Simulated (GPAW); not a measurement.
**SnTe: relaxation of cell and atoms with PBEsol+D4**

SnTe:

```
CELL_PARAMETERS angstrom
0.00000 3.15085 3.15085
3.15085 0.00000 3.15085
3.15085 3.15085 0.00000
ATOMIC_POSITIONS crystal
Te 0.50000 0.50000 0.50000
Sn 0.00000 0.00000 0.00000
```

```yaml
Program: GPAW 26.7.0
Task: relaxation of cell and atoms
Functional: PBEsol
Dispersion: D4
Potentials_or_basis: PAW data sets generated in the run's folder for this functional
Cutoff: 600 eV
Basis: pw
k_mesh: 7 × 7 × 7
Occupations: fermi-dirac, width 0.05 eV
Spin: no spin polarisation
Maxiter: 150
Optimizer: BFGS
Fmax: 0.02 eV/Å
Max_steps: 60
Convergence: density=1e-05 forces=0.0001
```

```json
{
 "Relaxed volume": "29.98 Å³/atom",
 "Relaxed cell": "a = 4.394 Å, b = 4.394 Å, c = 4.394 Å, α = 60.00°, β = 60.00°, γ = 60.00°",
 "Space group after relaxing (to 0.05 Å)": "Fm-3m (No. 225)",
 "Energy gained by relaxing": "7.4 meV/atom",
 "Ionic steps": "3",
 "Pressure after relaxing": "0.1 GPa",
 "Dispersion energy per atom": "-0.263 eV"
}
```

Step by step:
| step | energy change (eV) | largest force (eV/Å) | pressure (GPa) | volume (Å³) |
| --- | --- | --- | --- | --- |
| 1 | 0.0000 | 0.0000 | -1.87 | 62.56 |
| 2 | -0.0051 | 0.0000 | -1.53 | 62.08 |
| 3 | -0.0148 | 0.0000 | 0.09 | 59.97 |

Final structure:
```yaml
crystal:
  lattice:
    - [0.00000, 3.10671, 3.10671]
    - [3.10671, 0.00000, 3.10671]
    - [3.10671, 3.10671, 0.00000]
  atoms:
    - { symbol: Te, position: [0.50000, 0.50000, 0.50000] }
    - { symbol: Sn, position: [0.00000, 0.00000, 0.00000] }
```

Levels at points of the mesh, in eV from the Fermi level:
| k point | band 6 | band 7 | band 8 | band 9 | band 10 | band 11 | band 12 | band 13 | band 14 | band 15 |
| --- | --- | --- | --- | --- | --- | --- | --- | --- | --- | --- |
| (0.00, 0.00, 0.00) | -13.18 | -4.57 | -2.31 | -2.31 | -2.31 | 3.37 | 3.37 | 3.37 | 4.62 | 4.62 |

It took 69 s on 1 thread of Arm Neoverse V2, on a shared host, peak memory 0.23 GiB.

Caveat: this odd mesh misses L, where the gap lies, so gap, dielectric constants and Born charges aren't listed; later steps reuse the first step's grids. The run has no spin-orbit coupling, so splittings on Te are missing.
